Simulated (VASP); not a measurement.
Here is a VASP 6.6.1 calculation.

The input INCAR:

```
PREC = Accurate
ENCUT = 600
EDIFF = 1E-8
ISMEAR = 0
SIGMA = 0.03
LREAL = F
LASPH = T
NELM = 80
ALGO = Fast
ISIF = 2
LWAVE = F
LCHARG = F
GGA = PS
LEPSILON = T
```

File KPOINTS:

```
regular mesh
0
Monkhorst-Pack
  16 16 16
```

POSCAR

```
BAs                                     
1.0
    0.0000000000      2.3887624052      2.3887624052
    2.3887624052     -0.0000000000      2.3887624052
    2.3887624052      2.3887624052      0.0000000000
  B               As            
     1     1
Direct
     0.0000000000000000    0.0000000000000000    0.0000000000000000
     0.2500000000000000    0.2500000000000000    0.2500000000000000
```

Potentials or basis: VASP PAW PBE potentials, release 64 (B, As).

Command:

```sh
$ cat potpaw_PBE.64/B/POTCAR potpaw_PBE.64/As/POTCAR > POTCAR
$ mpirun -np 1 vasp_std > vasp.out
```

(1) Predict the electronic dielectric tensor (diagonal).

(2) Estimate the Born charges (mean of the diagonal).

Answers

(1) 9.87.

(2) B -0.51; As +0.51 e.
